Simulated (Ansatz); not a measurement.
# TePb (Pm-3m) in Ansatz: a series of runs

One crystal, TePb, is run at these levels: PBE, PBEsol; tasks: band structure, phonons.

Everything below comes from runs of Ansatz 0.2.0. Logs are shortened: lines on timing, memory, paths and dates and some standing lists are left out, and cuts for length are marked.

## 1. The structure

The structure is cubic, space group Pm-3m (No. 221). Conventional cell: a = 4.002 Å, b = 4.002 Å, c = 4.002 Å, α = 90.00°, β = 90.00°, γ = 90.00°. Pb (site symmetry m-3m) is surrounded by 8 Te at 3.47 Å. Te (site symmetry m-3m) has 8 Pb at 3.47 Å as nearest neighbours.

Measurements of this composition are mostly on another form, of space group No. 225.

## 2. Band structure, PBE

Input file input.yaml:

```yaml
crystal:
  lattice:
    - [4.002287, 0.0, 0.0]
    - [0.0, 4.002287, 0.0]
    - [0.0, 0.0, 4.002287]
  atoms:
    - { symbol: Pb, position: [0.0, 0.0, 0.0] }
    - { symbol: Te, position: [0.5, 0.5, 0.5] }
kpoints:
  mp_grid: { grid: [7, 7, 7] }
  band_path:
    path:
      - [0.0, 0.0, 0.0]
      - [0.0, 0.5, 0.0]
      - [0.5, 0.5, 0.0]
      - [0.0, 0.0, 0.0]
      - [0.5, 0.5, 0.5]
      - [0.0, 0.5, 0.0]
    npoints: 10
scf:
  occupations: { method: fermi_dirac, width: 0.05 }
hamiltonian:
  xc: pbe
  pseudopotentials: { kind: all_electron, lapw: { basis_error: 0.001 } }
output:
  forces: true
  stress: true
  eigenvalues: true
```

Potentials or basis: all-electron LAPW, scalar-relativistic.

Started as:

```bash
> ansatz run input.yaml --threads 1 --pin off --max-ram 3072MiB --backend cpu --events-out ev --progress --plain --runs-dir out
```

Output:

```text
Warning: RAYON_NUM_THREADS=1 ignored (pool sized by the plan → 1); use --threads N
LAPW: plane waves up to 6.219 Å⁻¹, error target 1.0e-3 eV per atom; small_component_spin mean_spin; Te in spheres of 1.685 Å, 24 of its electrons in bands, Dirac shells []; Pb in spheres of 1.781 Å, 36 of its electrons in bands, Dirac shells [] (how accurate: hamiltonian.pseudopotentials.lapw.basis_error, Limitations)
Engine: ansatz 0.2.0, aarch64-unknown-linux-gnu
Pseudopotentials: kind: all_electron
Pseudopotential: Pb, LAPW, valence charge 36, lapw/all_electron/scalar/gaussian/Pb, Koelling and Harmon's equation, gaussian nucleus
Pseudopotential: Te, LAPW, valence charge 24, lapw/all_electron/scalar/gaussian/Te, Koelling and Harmon's equation, gaussian nucleus
Functional definition: PBE
  parameter kappa = 0.804
  parameter beta = 0.06672455060314922
  exchange = pbe_x(kappa = kappa, mu = beta*pi^2/3)
  correlation = pbe_c(beta = beta)
Crystal: 2 atoms, lattice volume = 64.110 Å³
Basis set: ecut = 147.3365418487717 eV, 251 PW (Γ), exchange–correlation at level 2
Bands: 36, of which v1, the nominal top of the filled ones, is band 30 counted from 1 (29 counted from 0)
Symmetry: 48 space group operations
Space group: Pm-3m (ITA 221), of the structure as read, at distance tolerance 4.0e-5 Å
k-points: 20 of 343
Non-local potential: Pb, projectors of the file, none
Non-local potential: Te, projectors of the file, none
Initial density: superposition of atomic densities (chi_scale 0.1, normalization cell, long waves kept (reshape's long-wave potential 0.00 eV rms))
Initial wavefunctions: plane waves of lowest kinetic energy (no species holds an atomic orbital)
Functional: x = pbe(κ = 0.804, μ = 0.2195149727645171), c = pbe(β = 0.06672455060314922)
iter 1 solved again at ethr=9.79e-4 eV; its pass at ethr=1.00e-1 eV (dr2=5.87e-1 eV) is discarded
SCF iter   1: F=—  HF=-752951.525318 eV  |F-HF|=—  |Δ(HF+E_count)|=         —  Δρ=1.73e-2  dr2=5.87e-1  ethr=9.79e-4  ⟨swp⟩=2.1  Hψ=4416  notcnv=0
preconditioner: auto → Resta (q_TF=auto, 2.698 Å⁻¹)  ε∞=2.7  [insulator: Δε(μ)=0.132 eV  Ē_g=16.035 eV  σ=0.050 eV  W_gap=0.58  n_scr=18 (ndim 8)  ℏωp=20.7 eV  f_vac=0.000  D(μ)=0.86/eV (n_scr^D=0)  ε∞_Penn≈2.7]
iter 2 solved again at ethr=7.13e-5 eV; its pass at ethr=9.79e-4 eV (dr2=4.28e-2 eV) is discarded
SCF iter   2: F=—  HF=-752951.319481 eV  |F-HF|=—  |Δ(HF+E_count)|=   2.06e-1  Δρ=4.96e-3  dr2=4.27e-2  ethr=7.13e-5  ⟨swp⟩=2.0  Hψ=3613  notcnv=0
preconditioner: auto → Kerker (q_TF=auto, 2.698 Å⁻¹)  [metal: Δε(μ)=0.074 eV  Ē_g=16.325 eV  σ=0.050 eV  W_gap=0.34  n_scr=18 (ndim 8)  ℏωp=20.7 eV  f_vac=0.000  D(μ)=1.54/eV (n_scr^D=6)]
SCF iter   3: F=—  HF=-752951.320308 eV  |F-HF|=—  |Δ(HF+E_count)|=   8.26e-4  Δρ=4.60e-3  dr2=4.28e-2  ethr=7.12e-5  ⟨swp⟩=2.0  Hψ=2134  notcnv=0
SCF iter   4: F=—  HF=-752951.316314 eV  |F-HF|=—  |Δ(HF+E_count)|=   3.99e-3  Δρ=1.07e-3  dr2=8.54e-4  ethr=7.12e-5  ⟨swp⟩=2.0  Hψ=1990  notcnv=0
SCF iter   5: F=—  HF=-752951.317540 eV  |F-HF|=—  |Δ(HF+E_count)|=   1.23e-3  Δρ=6.57e-4  dr2=9.60e-4  ethr=1.42e-6  ⟨swp⟩=3.0  Hψ=2220  notcnv=0
SCF iter   6: F=—  HF=-752951.317474 eV  |F-HF|=—  |Δ(HF+E_count)|=   6.60e-5  Δρ=2.42e-4  dr2=1.13e-4  ethr=1.42e-6  ⟨swp⟩=2.0  Hψ=2145  notcnv=0
SCF iter   7: F=—  HF=-752951.317455 eV  |F-HF|=—  |Δ(HF+E_count)|=   1.89e-5  Δρ=1.11e-4  dr2=1.03e-5  ethr=1.89e-7  ⟨swp⟩=2.0  Hψ=2145  notcnv=0
SCF iter   8: F=—  HF=-752951.317457 eV  |F-HF|=—  |Δ(HF+E_count)|=   1.85e-6  Δρ=4.26e-5  dr2=3.19e-6  ethr=1.71e-8  ⟨swp⟩=2.0  Hψ=2145  notcnv=0
SCF iter   9: F=—  HF=-752951.317456 eV  |F-HF|=—  |Δ(HF+E_count)|=   1.42e-6  Δρ=2.81e-5  dr2=1.34e-6  ethr=5.32e-9  ⟨swp⟩=2.0  Hψ=2145  notcnv=0
SCF iter  10: F=-752951.317456 eV  HF=-752951.317456 eV  |F-HF|=8.38e-9  |Δ(HF+E_count)|=   1.80e-7  Δρ=8.66e-6  dr2=7.86e-8  ethr=2.23e-9  ⟨swp⟩=2.0  Hψ=2145  notcnv=0
SCF 1 converged in 10 iterations: F = -752951.317456 eV  dr2 = 7.86e-8
NSCF: frozen V_eff on 51 k-points
SCF converged after 10 iterations
Free energy (F): -752951.317456 eV
Harris-Foulkes:  -752951.317456 eV  (|F-HF|=8.38e-9)
Internal energy: -752951.303877 eV  (E = F + TS)
E sigma→0 (E₀):  -752951.310666 eV
Entropy (-TS):   -0.013579 eV (-6.789 meV/atom)
Fermi energy:    12.903252 eV
--- Per-component energies (eV) ---
  E_band       = -3354.328420
  E_kinetic    = 850226.069435
  E_xc         = -15371.176373
  E_electrostatic = -1587806.196938  (all electrons and nuclei)
  E_smearing   = -0.013579  (= −TS)
  E_closure    = 0.000000  (closes the sum)
  E_atoms      = -752944.279139  (free atoms, spherical and without spin; not in F)
  Σ components = -752951.317456   (vs F -752951.317456, Δ=0.00e0)
  Basis errors (estimates in eV, not in F): energy 2.8e-4 per atom: plane waves 2.6e-4 (1.4e-4 summed), levels above the bands 4.4e-72, relativity 4.4e-8, radial functions 1.9e-5, core shells 5.3e-10; eigenvalues (radial functions only) 8.7e-6; not estimated: angular momenta, meshes, grids; target (lapw.basis_error) 1.0e-3; muffin-tin radii Te 1.685 Å, Pb 1.781 Å
--- Forces (eV/Å), atoms counted from 1 ---
  atom   1  Pb    -0.00000000     0.00000000     0.00000000
  atom   2  Te     0.00000000     0.00000000     0.00000000
  max |Σ_I F_I| component: 2.56e-30 eV/Å
--- Stress (GPa, compression-positive) ---
        0.004658      -0.000000       0.000000
       -0.000000       0.004658       0.000000
        0.000000       0.000000       0.004658
  P = ⅓ Tr σ = 0.0047 GPa (0.047 kbar)
--- Band table (eV; the first three rows and the last of 20) ---
  k-point 0: bands = ["-146.0281", "-126.8970", "-115.9348", "-115.9348", "-115.9348", "-115.9338", "-115.9338", "-115.9338", "-115.9325", "-96.0656", "-96.0656", "-96.0656", "-68.7356", "-68.7356", "-68.7356", "-23.3939", "-23.3939", "-23.3919", "-23.3919", "-23.3919", "-4.2618", "-4.2618", "-4.1790", "-4.1790", "-4.1790", "0.7463", "6.1342", "11.3391", "11.3391", "11.3391", "16.9281", "16.9281", "18.1442", "18.1442", "18.1442", "22.8773"]
  k-point 1: bands = ["-146.0281", "-126.8970", "-115.9348", "-115.9348", "-115.9348", "-115.9338", "-115.9338", "-115.9338", "-115.9325", "-96.0656", "-96.0656", "-96.0656", "-68.7357", "-68.7356", "-68.7356", "-23.3939", "-23.3932", "-23.3921", "-23.3921", "-23.3919", "-4.2612", "-4.2489", "-4.1838", "-4.1838", "-4.1787", "0.9079", "5.8016", "11.2092", "11.5201", "11.5201", "16.7966", "17.0759", "17.6332", "17.6332", "18.1707", "22.9486"]
  k-point 2: bands = ["-146.0281", "-126.8970", "-115.9348", "-115.9348", "-115.9348", "-115.9338", "-115.9338", "-115.9338", "-115.9325", "-96.0656", "-96.0656", "-96.0656", "-68.7357", "-68.7356", "-68.7356", "-23.3938", "-23.3925", "-23.3925", "-23.3919", "-23.3915", "-4.2598", "-4.2198", "-4.1946", "-4.1946", "-4.1780", "1.3660", "4.9425", "11.3043", "12.0220", "12.0220", "15.0170", "16.4731", "16.4731", "17.5075", "20.5015", "21.2205"]
  k-point 19: bands = ["-146.0281", "-126.8970", "-115.9348", "-115.9348", "-115.9348", "-115.9338", "-115.9338", "-115.9338", "-115.9325", "-96.0656", "-96.0656", "-96.0656", "-68.7358", "-68.7358", "-68.7358", "-23.3937", "-23.3937", "-23.3937", "-23.3883", "-23.3883", "-4.2310", "-4.2292", "-4.2292", "-4.1554", "-4.1554", "3.1177", "5.5996", "9.9863", "10.2733", "10.2733", "12.2936", "12.2936", "13.0615", "24.7669", "25.4230", "25.4230"]
```

Run time: 19 s. Hardware: 1 thread of Arm Neoverse N1, shared host; peak memory 0.27 GiB.

Results:

```
Free energy             : -752951.3175 eV
Pressure                : 0.0 GPa
Band gap along the path : none (metal or under the smearing width)
```

Levels at the corners of the path, in eV from the Fermi level:
```tsv
point	band 27	band 28	band 29	band 30	band 31	band 32	band 33	band 34
Γ	-6.77	-1.56	-1.56	-1.56	4.02	4.02	5.24	5.24
X	-9.04	-0.77	-0.15	-0.15	0.19	2.33	2.33	5.37
M	-7.90	-4.38	-4.38	0.22	3.51	3.71	3.71	6.04
Γ	-6.77	-1.56	-1.56	-1.56	4.02	4.02	5.24	5.24
R	-7.15	-2.47	-2.47	-2.47	-1.04	-1.04	-1.04	13.54
X	-9.04	-0.77	-0.15	-0.15	0.19	2.33	2.33	5.37
```

Caveat: spin-orbit coupling is left out, which moves the levels of the heavy elements.

(Part 1 of 2 ends here.)
